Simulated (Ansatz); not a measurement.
# SnTe: the cost of one run

Computed with Ansatz 0.2.0 (DFT PBE, scalar-relativistic, plane waves, PAW, unless a step's input says otherwise).

The COD entry's cell or inner coordinates are ideal or old and differ from later refinements, so a difference from it is no clean test against experiment.

1 further run of the same task is left out (set aside as unsound or not needed).

**1. The system as given**

It takes space group Fm-3m (No. 225, cubic). Conventional cell: a = 6.413 Å, b = 6.413 Å, c = 6.413 Å, α = 90.00°, β = 90.00°, γ = 90.00°. Sn (site symmetry m-3m) is surrounded by 6 Te at 3.21 Å. Te (site symmetry m-3m) is surrounded by 6 Sn at 3.21 Å.

Coordinates:

```cif
data_structure
_symmetry_space_group_name_H-M 'Fm-3m'
_symmetry_Int_Tables_number 225
_cell_length_a 6.4130
_cell_length_b 6.4130
_cell_length_c 6.4130
_cell_angle_alpha 90.000
_cell_angle_beta 90.000
_cell_angle_gamma 90.000
_cell_volume 263.74
loop_
_atom_site_label
_atom_site_type_symbol
_atom_site_symmetry_multiplicity
_atom_site_Wyckoff_symbol
_atom_site_fract_x
_atom_site_fract_y
_atom_site_fract_z
_atom_site_occupancy
Sn1 Sn 4 a 0.00000 0.00000 0.00000 1
Te1 Te 4 b 0.50000 0.00000 0.00000 1
```

It is the result of an earlier relaxation at this level (volume 32.97 Å³/atom; gap on the mesh: 0.06 eV).

**2. Bands, states and charges**

File input.yaml:

```yaml
crystal:
  lattice:
    - [0.0, 3.206487061, 3.206487061]
    - [3.206487061, 0.0, 3.206487061]
    - [3.206487061, 3.206487061, 0.0]
  atoms:
    - { symbol: Sn, position: [0.0, 0.0, 0.0] }
    - { symbol: Te, position: [0.5, 0.5, 0.5] }
basis:
  ecutwfc: 420
kpoints:
  mp_grid: { grid: [10, 10, 10] }
  band_path:
    path:
      - [[0.0, 0.0, 0.0], [0.5, 0.0, 0.5], [0.625, 0.25, 0.625]]
      - [[0.375, 0.375, 0.75], [0.0, 0.0, 0.0], [0.5, 0.5, 0.5], [0.5, 0.25, 0.75], [0.5, 0.0, 0.5]]
    npoints: 14
hamiltonian:
  xc: pbe
scf:
  occupations: { method: gaussian, width: 0.01 }
  n_extra_bands: 6
output:
  forces: true
  stress: true
  eigenvalues: true
  populations: true
  dos: { projected: true, de: 0.02, nscf_kmesh: { grid: [15, 15, 15] } }
  bader: true
  write_density: true
  write_potential: true
  elf: true
  volumetric_format: npy
```

Command:

```
> ansatz run input.yaml --threads 1 --pin off --max-ram 2560MiB --backend cpu --events-out ev --progress --plain --runs-dir out
```

What time and memory should one allow on 1 thread of Intel Xeon at 2.50GHz (Skylake/Cascade Lake), shared host?

About 56 s, with a peak of 0.41 GiB.
